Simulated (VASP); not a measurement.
**Moving the share of exact exchange in GaP**

Space group F-43m (No. 216). a = 5.451 Å, b = 5.451 Å, c = 5.451 Å, α = 90.00°, β = 90.00°, γ = 90.00°
```tsv
atom	site	symmetry	x	y	z
Ga	4a	-43m	0.0000	0.0000	0.0000
P	4c	-43m	0.2500	0.2500	0.2500
```

Kept alike: task single point; functional PBE0(alpha); k mesh 4 × 4 × 4; occupations fermi-dirac, width 0.05 eV; no spin polarisation. Program: VASP, PBE PAW files Ga_d, P, 520 eV. The mesh is that of the run's cell of 2 atoms. No spin-orbit coupling.

```csv
"share of exact exchange, α",band gap (eV),pressure (GPa)
0.05,1.899,2.46
0.1,2.172,2.00
0.15,2.448,1.54
0.2,2.726,1.10
0.25,3.007,0.67
0.3,?,?
0.4,3.865,-0.57
0.5,4.449,-1.34
```

The k mesh is coarse, so the values aren't converged. Pressure is positive in compression; the values hold the error of the finite cutoff, so their zero can differ a little from the energy's minimum. A gap read on the mesh alone can miss an edge between its points. All rows use potentials made for PBE. The mesh is thin for exact exchange.

Question: Fit the rows shown and predict the run at 0.3.

Answer: A least-squares line through the rows shown is band gap = 5.67 α + 1.6015 (largest miss 0.0140); at α = 0.3 it gives 3.302 eV. A least-squares parabola through the rows shown is pressure = 2.077 α² - 9.59 α + 2.935 (largest miss 0.003); at α = 0.3 it gives 0.24 GPa. The run gave: band gap 3.291 eV; pressure 0.24 GPa.

The gap widens at every step as exact exchange is added, and slightly faster than linearly, which is why the straight line overshoots the run at 0.3 (3.302 against 3.291 eV). Nonlocal exchange lowers the filled, largely P 3p valence states relative to the empty conduction states, restoring part of the separation that a semilocal potential misses. With the cell fixed, this opening is electronic and not a volume effect.

At the usual share of 0.25, the gap of 3.007 eV is well above the known indirect gap of GaP, which lies between the rows at 0.1 and 0.15. The likely cause is that a quarter of unscreened long-range exchange is too much for a semiconductor whose valence electrons screen strongly, though the sampling may contribute.

The falling pressure means that exact exchange favours a smaller cell, consistent with tighter bonding charge. It changes sign only between 0.3 and 0.4, which suggests that no single share would reproduce both the gap and the lattice constant.
